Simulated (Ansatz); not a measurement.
## Pt vacancy in GePt

Method: Ansatz 0.2.0, DFT PBE, scalar-relativistic, plane waves, PAW. Run with 420 eV cutoff, 4×4×4 k-mesh, shifted by half a step, Gaussian smearing of 0.10 eV, no spin polarisation.

Host crystal, relaxed:

```cif
data_structure
_symmetry_space_group_name_H-M 'P 1'
_symmetry_Int_Tables_number 1
_cell_length_a 5.8271
_cell_length_b 3.7445
_cell_length_c 6.1905
_cell_angle_alpha 90.000
_cell_angle_beta 90.000
_cell_angle_gamma 90.000
_cell_volume 135.08
loop_
_atom_site_label
_atom_site_type_symbol
_atom_site_fract_x
_atom_site_fract_y
_atom_site_fract_z
_atom_site_occupancy
Ge1 Ge 0.81323 0.75000 0.58749 1
Ge2 Ge 0.18677 0.25000 0.41251 1
Ge3 Ge 0.68677 0.25000 0.08749 1
Ge4 Ge 0.31323 0.75000 0.91251 1
Pt1 Pt 0.00178 0.75000 0.19301 1
Pt2 Pt 0.99822 0.25000 0.80699 1
Pt3 Pt 0.49822 0.25000 0.69301 1
Pt4 Pt 0.50178 0.75000 0.30699 1
```

Supercell of 32 atoms, rows in host cell vectors: 1 0 -1; 1 0 1; -1 -2 0. Atoms relax at the host's cell, keeping the symmetry that the supercell leaves at the site. The cell is small, so energies carry finite-size errors of tenths of an eV. The host is a metal. Atoms are taken from and returned to the elements' standard states.

Spin-orbit coupling is left out, which matters for the bands and energies of heavy elements.

Defect: Pt vacancy set at (0.002, 0.750, 0.193) of the host cell. Before relaxation its nearest neighbours are 1 Ge at 2.51 Å, 2 Ge at 2.55 Å, 1 Ge at 2.68 Å, 2 Ge at 2.70 Å, 2 Pt at 3.00 Å.

| charge | E_f at the valence band top (eV) | moment (μB) | largest move (Å) | atoms near the site |
| --- | --- | --- | --- | --- |
| 0 | 1.06 | 0.00 | 0.17 | 1 Ge at 2.35 Å, 2 Ge at 2.42 Å, 1 Ge at 2.59 Å, 2 Ge at 2.64 Å, 2 Pt at 2.92 Å, 2 Pt at 3.04 Å |

Cost: 2 runs of about 14 core-minutes in all, on AMD EPYC 9R45 (Zen 5) (shared hosts).